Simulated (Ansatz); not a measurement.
GeTe:
```yaml
crystal:
  lattice:
    - [2.11325, 1.22009, 3.64703]
    - [-2.11325, 1.22009, 3.64703]
    - [0.00000, -2.44017, 3.64703]
  atoms:
    - { symbol: Ge, position: [0.23389, 0.23389, 0.23389] }
    - { symbol: Te, position: [0.76611, 0.76611, 0.76611] }
```

Relaxed with PBE. DFT-PBE in the program Ansatz with PAW potentials gives a gap of 0.56 eV.

What gap does HSE06 give on the same cell (Ansatz, PAW)?

0.84 eV, 0.28 eV more. The hybrid was solved on a coarser mesh and at special points; its gap is the smallest among all of these.

| k | v1 PBE | c1 PBE | v1 HSE06 | c1 HSE06 |
|---|---|---|---|---|
| Γ | -1.58 | 2.71 | ? | ? |
| T | -0.34 | 0.89 | ? | ? |
| L | -0.21 | 0.56 | -0.23 | 0.84 |
| F | -3.29 | 2.31 | ? | ? |
| S0 | -2.43 | 3.16 | -2.74 | 3.68 |
| H0 | -0.63 | 1.31 | ? | ? |

Top valence (v1) and lowest conduction level (c1) in eV from each method's valence maximum (which need not be a listed point): supply the withheld HSE06 values.


- Γ, v1 HSE06: -1.87
- Γ, c1 HSE06: 3.21
- F, v1 HSE06: -3.77
- F, c1 HSE06: 2.64
- H0, v1 HSE06: -0.79
- H0, c1 HSE06: 1.69
- T, v1 HSE06: -0.21
- T, c1 HSE06: 1.19

Cost on shared cores: the PBE run (SCF on a 8×8×8 mesh, then bands and DOS) very roughly 50 core-seconds, the HSE06 run (SCF on 6×6×6, then a few points) roughly 3 core-minutes; the tasks are unlike.

Space group R3m. The PBE relaxation kept the symmetry of its start; of distortions, only those at the zone centre were tested. Scalar-relativistic: spin–orbit coupling is off unless named, which matters more the heavier the elements.

Potentials: the later of the program's two PAW sets.
